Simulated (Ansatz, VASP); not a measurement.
One calculation of TaSi, two programs

```
Ta Si
1.0
     0.00000    2.89432    2.89432
     2.89432    0.00000    2.89432
     2.89432    2.89432    0.00000
Ta Si
1 1
Direct
  0.00000 0.00000 0.00000
  0.25000 0.25000 0.25000
```

Alike in both runs: functional PBE; k mesh 11 × 11 × 11; occupations fermi-dirac, width 0.05 eV; no spin polarisation.

Ansatz relaxed the structure, and its values are those at the end. VASP's run is a single point on that final structure, the one shown.

```csv
,VASP,Ansatz
version,VASP 6.6.1,Ansatz 0.2.0
potentials or method,"VASP PAW PBE potentials, release 64 (Ta_pv, Si), cutoff 520 eV","all-electron LAPW, scalar-relativistic"
```

```csv
,VASP,Ansatz,Ansatz less VASP
pressure (GPa),-0.9,-0.9,-0.06
```

Ansatz ran all-electron here, so the differences hold the error of VASP's frozen core and of both bases.

Spin-orbit coupling is left out, which matters for the levels of Ta.
